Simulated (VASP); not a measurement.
# MgH2 (P4_2/mnm) in VASP: a series of runs

The runs below take MgH2 through relaxation of cell and atoms, with PBE.

Everything below comes from runs of VASP 6.6.1. Logs are shortened: lines on timing, memory, paths and dates and some standing lists are left out, and cuts for length are marked.

### Step 1. Starting point

The structure is tetragonal, space group P4_2/mnm (No. 136). The conventional cell has a = 4.517 Å, b = 4.517 Å, c = 3.021 Å, α = 90.00°, β = 90.00°, γ = 90.00°. Mg (site symmetry mmm) is surrounded by 6 H at 1.95 Å. Around H (site symmetry m2m) lie 3 Mg at 1.95 Å.

### Step 2. Relaxation of cell and atoms, PBE

INCAR

```
SYSTEM = MgH2
ALGO = Normal ; EDIFF = 1E-6
EDIFFG = -0.01 ; ENCUT = 600
GGA = PE ; IBRION = 2
ISIF = 3 ; ISMEAR = 0
KPAR = 2 ; LASPH = .True.
LCHARG = .False. ; LREAL = .False.
LWAVE = .False. ; NELM = 80
NSW = 90 ; PREC = Accurate
SIGMA = 0.03
```

KPOINTS

```
k-points
0
Gamma
  6 6 10
  0 0 0
```

POSCAR

```
MgH2
1.0
    4.5168000000      0.0000000000      0.0000000000
    0.0000000000      4.5168000000      0.0000000000
    0.0000000000      0.0000000000      3.0205000000
Mg H
2 4
Direct
    0.0000000000      0.0000000000      0.0000000000
    0.5000000000      0.5000000000      0.5000000000
    0.3060000000      0.3060000000      0.0000000000
    0.1940000000      0.8060000000      0.5000000000
    0.6940000000      0.6940000000      0.0000000000
    0.8060000000      0.1940000000      0.5000000000
```

Potentials or basis: VASP PAW PBE potentials, release 64 (Mg, H).

On the command line:

```sh
cat potpaw_PBE.64/Mg/POTCAR potpaw_PBE.64/H/POTCAR > POTCAR
mpirun -np 2 vasp_std > vasp.out
```

OUTCAR:

```text
SYSTEM = MgH2
   EDIFF = 1E-6
   EDIFFG = -0.01
   ENCUT = 600
   GGA = PE
   IBRION = 2
   ISIF = 3
   ISMEAR = 0
   LASPH = .True.
   LREAL = .False.
   NELM = 80
   NSW = 90
   PREC = Accurate

 ion  position               nearest neighbor table
   1  0.000  0.000  0.000-   4 1.95   6 1.95   4 1.95   6 1.95   5 1.95   3 1.95   2 3.53   2 3.53
                             2 3.53   2 3.53   2 3.53   2 3.53   2 3.53   2 3.53
   2  0.500  0.500  0.500-   3 1.95   5 1.95   3 1.95   5 1.95   4 1.95   6 1.95   1 3.53   1 3.53
                             1 3.53   1 3.53   1 3.53   1 3.53   1 3.53   1 3.53
   3  0.306  0.306  0.000-   2 1.95   2 1.95   1 1.95
   4  0.194  0.806  0.500-   1 1.95   1 1.95   2 1.95
   5  0.694  0.694  0.000-   2 1.95   2 1.95   1 1.95
   6  0.806  0.194  0.500-   1 1.95   1 1.95   2 1.95

  LATTYP: Found a simple tetragonal cell.
 ALAT       =     4.5168000000
 C/A-ratio  =     0.6687256465

  Lattice vectors:

 A1 = (   4.5168000000,   0.0000000000,   0.0000000000)
 A2 = (   0.0000000000,   4.5168000000,   0.0000000000)
 A3 = (   0.0000000000,   0.0000000000,   3.0205000000)

Analysis of symmetry for initial positions (statically):
=====================================================================
 Subroutine PRICEL returns:
 Original cell was already a primitive cell.

 Routine SETGRP: Setting up the symmetry group for a
 simple tetragonal supercell.

 Subroutine GETGRP returns: Found 16 space group operations
 (whereof  8 operations were pure point group operations)
 out of a pool of 16 trial point group operations.

The static configuration has the point symmetry D_2h.
 The point group associated with its full space group is D_4h.

Analysis of symmetry for dynamics (positions and initial velocities):
=====================================================================
 Subroutine PRICEL returns:
 Original cell was already a primitive cell.

 Routine SETGRP: Setting up the symmetry group for a
 simple tetragonal supercell.

 Subroutine GETGRP returns: Found 16 space group operations
 (whereof  8 operations were pure point group operations)
 out of a pool of 16 trial point group operations.

The dynamic configuration has the point symmetry D_2h.
 The point group associated with its full space group is D_4h.

 Subroutine INISYM returns: Found 16 space group operations
 (whereof  8 operations are pure point group operations),
 and found     1 'primitive' translations

----------------------------------------------------------------------------------------

                                     Primitive cell

  volume of cell :      61.6227

  direct lattice vectors                    reciprocal lattice vectors
     4.516800000  0.000000000  0.000000000     0.221395678  0.000000000  0.000000000
     0.000000000  4.516800000  0.000000000     0.000000000  0.221395678  0.000000000
     0.000000000  0.000000000  3.020500000     0.000000000  0.000000000  0.331071015

  length of vectors
     4.516800000  4.516800000  3.020500000     0.221395678  0.221395678  0.331071015

  position of ions in fractional coordinates (direct lattice)
     0.000000000  0.000000000  0.000000000
     0.500000000  0.500000000  0.500000000
     0.306000000  0.306000000  0.000000000
     0.194000000  0.806000000  0.500000000
     0.694000000  0.694000000  0.000000000
     0.806000000  0.194000000  0.500000000

  ion indices of the primitive-cell ions
   primitive index   ion index
                 1           1
                 2           2
                 3           3
                 4           4
                 5           5
                 6           6

----------------------------------------------------------------------------------------

 KPOINTS: k-points

Automatic generation of k-mesh.
 Grid dimensions read from file:
 generate k-points for:    6    6   10

 Generating k-lattice:

  Cartesian coordinates                     Fractional coordinates (reciprocal lattice)
     0.036899280  0.000000000  0.000000000     0.166666667  0.000000000  0.000000000
     0.000000000  0.036899280  0.000000000     0.000000000  0.166666667  0.000000000
     0.000000000  0.000000000  0.033107101     0.000000000  0.000000000  0.100000000

  Length of vectors
     0.036899280  0.036899280  0.033107101

  Shift w.r.t. Gamma in fractional coordinates (k-lattice)
     0.000000000  0.000000000  0.000000000

 Subroutine IBZKPT returns following result:
 ===========================================

 Found     60 irreducible k-points:

 Following reciprocal coordinates:
            Coordinates               Weight
  0.000000  0.000000  0.000000      1.000000
  0.166667  0.000000  0.000000      4.000000
  0.333333  0.000000  0.000000      4.000000
  0.500000  0.000000  0.000000      2.000000
  0.166667  0.166667  0.000000      4.000000
  0.333333  0.166667  0.000000      8.000000
[... 16 lines left out ...]
  0.333333  0.000000  0.200000      8.000000
  0.500000  0.000000  0.200000      4.000000
 [... further k-points ...]
   k-points           NKPTS =     60   k-points in BZ     NKDIM =     60   number of bands    NBANDS=      8
   number of dos      NEDOS =    301   number of ions     NIONS =      6
   total plane-waves  NPLWV =  31104
   dimension x,y,z NGX =    36 NGY =   36 NGZ =   24
   dimension x,y,z NGXF=    72 NGYF=   72 NGZF=   48
   ions per type =               2   4
   NGX,Y,Z   is equivalent  to a cutoff of  13.25, 13.25, 13.21 a.u.
   NGXF,Y,Z  is equivalent  to a cutoff of  26.50, 26.50, 26.42 a.u.
 SYSTEM =  MgH2
   PREC   = accura    normal or accurate (medium, high low for compatibility)
   ISTART =      0    job   : 0-new  1-cont  2-samecut
   ICHARG =      2    charge: 1-file 2-atom 10-const
   ISPIN  =      1    spin polarized calculation?
   LNONCOLLINEAR =      F non collinear calculations
   LSORBIT =      F    spin-orbit coupling
   LASPH  =      T    aspherical Exc in radial PAW
   ENCUT  =  600.0 eV  44.10 Ry    6.64 a.u.   9.02  9.02  6.03*2*pi/ulx,y,z
   NELM   =     80;   NELMIN=  2; NELMDL= -5     # of ELM steps
   EDIFF  = 0.1E-05   stopping-criterion for ELM
   LREAL  =      F    real-space projection
   EDIFFG = -.1E-01   stopping-criterion for IOM
   NSW    =     90    number of steps for IOM
   IBRION =      2    ionic relax: 0-MD 1-quasi-New 2-CG
   NFREE  =      1    steps in history (QN), initial steepest desc. (CG)
   ISIF   =      3    stress and relaxation
   ISYM   =      2    0-nonsym 1-usesym 2-fastsym
   POTIM  = 0.5000    time-step for ionic-motion
   TEBEG  =    0.0;   TEEND  =   0.0 temperature during run
   PSTRESS=    0.0 pullay stress
   NELECT =       8.0000    total number of electrons
   NUPDOWN=      -1.0000    fix difference up-down
   EMIN   =  10.00;   EMAX   =-10.00  energy-range for DOS
   EFERMI =   0.00;   METHOD = LEGACY
   ISMEAR =     0;   SIGMA  =   0.03  broadening in eV -4-tet -1-fermi 0-gaus
   EFERMI_NEDOS =   21; number of points for ismear=-14 and -15
   IALGO  =     38    algorithm
   IMIX   =      4    mixing-type and parameters
     AMIX     =   0.40;   BMIX     =  1.00
     AMIX_MAG =   1.60;   BMIX_MAG =  1.00
  volume/ion in A,a.u.               =      10.27        69.31
  Fermi-wavevector in a.u.,A,eV,Ry     =   0.828943  1.566475  9.349194  0.687146
  Thomas-Fermi vector in A             =   1.941405
   LORBIT       =      0    0 simple, 1 ext, 2 COOP (PROOUT), +10 PAW based schemes
   GGA     = PE    functional components
   LHFCALC =     F    Hartree Fock is set to
   AEXX    =    0.0000 exact exchange contribution
   IVDW    =     0    specifies the selected vdW correction
   LEPSILON=     F    determine dielectric tensor
   LRPA    =     F    only Hartree local field effects (RPA)
 conjugate gradient relaxation of ions
 non-spin polarized calculation
 Gauss-broadening in eV      SIGMA  =   0.03
  energy-cutoff  :      600.00
  volume of cell :       61.62
 maximum number of plane-waves:      2080
   NGX = 19   NGY = 19   NGZ = 13

--------------------------------------- Ionic step        1  -------------------------------------------

 number of electron       8.0000004 magnetization

 Free energy of the ion-electron system (eV)
  ---------------------------------------------------
  ext. energy  EPLUGINS =         0.00000000
  ---------------------------------------------------
  free energy    TOTEN  =       -17.65336236 eV

  energy without entropy =      -17.65336236  energy(sigma->0) =      -17.65336236

------------------------ aborting loop because EDIFF is reached ----------------------------------------

  FORCE on cell =-STRESS in cart. coord.  units (eV):
  Direction    XX          YY          ZZ          XY          YZ          ZX
  --------------------------------------------------------------------------------------
  -------------------------------------------------------------------------------------
  Total       -0.0910623     -0.0910623     -0.1791988      0.0000000      0.0000000      0.0000000
  in kB       -2.3676008     -2.3676008     -4.6591336      0.0000000      0.0000000      0.0000000
  external PRESSURE =      -3.1314451 kB  Pullay stress =       0.0000000 kB
[... 105 lines left out ...]
  energy  without entropy=      -17.6549340107  energy(sigma->0) =      -17.65493401

--------------------------------------- Ionic step        4  -------------------------------------------

 number of electron       8.0000003 magnetization

 Free energy of the ion-electron system (eV)
  ---------------------------------------------------
  ext. energy  EPLUGINS =         0.00000000
  ---------------------------------------------------
  free energy    TOTEN  =       -17.65501997 eV

  energy without entropy =      -17.65501997  energy(sigma->0) =      -17.65501997

 E-fermi :  -0.4588     XC(G=0):  -8.4113

 val. band max:       -0.5912872652   @ k =   0.1667   0.1667   0.1000
 cond. band min:       3.2162839689   @ k =   0.3333   0.3333   0.5000
 fundamental gap:      3.8075712341
 Fermi energy:        -0.4587851401

 k-point     1 :       0.0000    0.0000    0.0000
  band No.  band energies     occupation
      1      -7.0329      2.00000
      2      -2.0453      2.00000
      3      -2.0453      2.00000
      4      -1.0327      2.00000
      5       4.1466      0.00000
      6       4.4435      0.00000
      7       8.5753      0.00000
      8       8.5753      0.00000
[... 243 lines left out ...]
 k-point    24 :       0.5000    0.0000    0.2000
  band No.  band energies     occupation
      1      -4.8659      2.00000
      2      -4.8659      2.00000
      3      -0.9324      2.00000
      4      -0.9324      2.00000
      5       5.1929      0.00000
      6       5.1929      0.00000
      7       7.2908      0.00000
      8       7.2908      0.00000

 [... further k-points ...]

------------------------ aborting loop because EDIFF is reached ----------------------------------------

  FORCE on cell =-STRESS in cart. coord.  units (eV):
  Direction    XX          YY          ZZ          XY          YZ          ZX
  --------------------------------------------------------------------------------------
  -------------------------------------------------------------------------------------
  Total        0.0240384      0.0240384      0.0177698     -0.0000000      0.0000000      0.0000000
  in kB        0.6296337      0.6296337      0.4654414     -0.0000000      0.0000000      0.0000000
  external PRESSURE =       0.5749029 kB  Pullay stress =       0.0000000 kB
[... 21 lines left out ...]
  FREE ENERGIE OF THE ION-ELECTRON SYSTEM (eV)
  ---------------------------------------------------
  free  energy   TOTEN  =       -17.6550199699 eV

  energy  without entropy=      -17.6550199699  energy(sigma->0) =      -17.65501997

 reached required accuracy - stopping structural energy minimisation
```

Wall time 13 s (2 MPI ranks of Intel Xeon 6975P-C (Granite Rapids), shared host); peak memory 0.19 GiB.

Results:

* Free energy: -17.6550 eV
* Relaxed volume: 10.19 Å³/atom
* Relaxed cell: a = 4.509 Å, b = 4.509 Å, c = 3.009 Å, α = 90.00°, β = 90.00°, γ = 90.00°
* Space group after relaxing (to 0.05 Å): P4_2/mnm (No. 136)
* Energy gained by relaxing: 0.3 meV/atom
* Ionic steps: 4
* Pressure after relaxing: 0.1 GPa
* Largest force after relaxing: 0.004 eV/Å
* Band gap on the k mesh: 3.81 eV, indirect (least direct gap 4.56 eV)

Forces on the atoms (eV/Å):
```
Mg   0.000  0.000  0.000
Mg   0.000  0.000  0.000
H   -0.003 -0.003  0.000
H    0.003 -0.003  0.000
H    0.003  0.003  0.000
H   -0.003  0.003  0.000
```

Step by step:
| step | energy change (eV) | largest force (eV/Å) | pressure (GPa) | volume (Å³) |
| --- | --- | --- | --- | --- |
| 1 | 0.0000 | 0.0586 | -0.31 | 61.62 |
| 2 | -0.0009 | 0.0433 | -0.17 | 61.44 |
| 3 | -0.0016 | 0.0123 | 0.13 | 61.09 |
| 4 | -0.0017 | 0.0045 | 0.06 | 61.17 |

Final structure:
```
Mg H
1.0
     4.50885    0.00000    0.00000
     0.00000    4.50885    0.00000
     0.00000    0.00000    3.00882
Mg H
2 4
Direct
  0.00000 0.00000 0.00000
  0.50000 0.50000 0.50000
  0.30449 0.30449 0.00000
  0.19551 0.80449 0.50000
  0.69551 0.69551 0.00000
  0.80449 0.19551 0.50000
```

### Step 3. Relaxation of cell and atoms, PBE

This run uses another cell than the first one, of 10.19 Å³/atom, 0.993 times its volume.

Edit INCAR of step 2 so:

```diff
@@ -1,4 +1,4 @@
 SYSTEM = MgH2
-ALGO = Normal ; EDIFF = 1E-6
-EDIFFG = -0.01 ; ENCUT = 600
+ALGO = Normal ; EDIFF = 1E-7
+EDIFFG = -0.005 ; ENCUT = 600
 GGA = PE ; IBRION = 2
```

KPOINTS is that of step 2.

POSCAR

```
MgH2                                    
1.0
    4.5088510140      0.0000000000      0.0000000000
   -0.0000000000      4.5088510140      0.0000000000
    0.0000000000      0.0000000000      3.0088248835
  Mg              H             
     2     4
Direct
     0.0000000000000000    1.0000000000000000    0.0000000000000000
     0.5000000000000000    0.5000000000000000    0.5000000000000000
     0.3044896492506010    0.3044896492506010    0.0000000000000000
     0.1955103507493990    0.8044896492506011    0.5000000000000000
     0.6955103507493989    0.6955103507493989    1.0000000000000000
     0.8044896492506011    0.1955103507493990    0.5000000000000000
```

Potentials or basis: VASP PAW PBE potentials, release 64 (Mg, H).

On the command line:

```sh
cat potpaw_PBE.64/Mg/POTCAR potpaw_PBE.64/H/POTCAR > POTCAR
mpirun -np 2 vasp_std > vasp.out
```

Run time: 5.9 s. Hardware: 2 MPI ranks of Intel Xeon 6975P-C (Granite Rapids), shared host; peak memory 0.19 GiB.

Results (log left out):

```
Free energy                  : -17.6549 eV
Pressure after relaxing      : 0.1 GPa
Largest force after relaxing : 0.004 eV/Å
Band gap on the k mesh       : 3.81 eV, indirect (least direct gap 4.56 eV)
```

Forces on the atoms (eV/Å):
```
Mg   0.000  0.000  0.000
Mg   0.000  0.000  0.000
H   -0.003 -0.003  0.000
H    0.003 -0.003  0.000
H    0.003  0.003  0.000
H   -0.003  0.003  0.000
```

Final structure:
```
Mg H
1.0
     4.50885    0.00000    0.00000
     0.00000    4.50885    0.00000
     0.00000    0.00000    3.00882
Mg H
2 4
Direct
  0.00000 0.00000 0.00000
  0.50000 0.50000 0.50000
  0.30449 0.30449 0.00000
  0.19551 0.80449 0.50000
  0.69551 0.69551 0.00000
  0.80449 0.19551 0.50000
```

Levels at points of the mesh, in eV from the valence-band top:
```tsv
k point	band 1	band 2	band 3	band 4	band 5	band 6	band 7	band 8
(0.00, 0.00, 0.00)	-6.44	-1.45	-1.45	-0.44	4.74	5.03	9.17	9.17
(0.50, 0.00, 0.00)	-4.83	-4.83	-0.51	-0.51	5.34	5.34	10.08	10.08
(0.50, 0.50, 0.00)	-3.76	-3.76	-2.73	-2.73	9.06	9.06	9.20	9.20
(0.00, 0.00, 0.50)	-3.01	-3.01	-0.08	-0.08	6.33	6.33	6.82	6.82
(0.50, 0.00, 0.50)	-2.27	-2.27	-1.07	-1.07	5.18	5.18	6.82	6.82
(0.50, 0.50, 0.50)	-1.88	-1.88	-0.94	-0.94	3.87	3.87	4.19	4.19
```

Caveat: the relaxation stopped at its first step, so nothing moved.
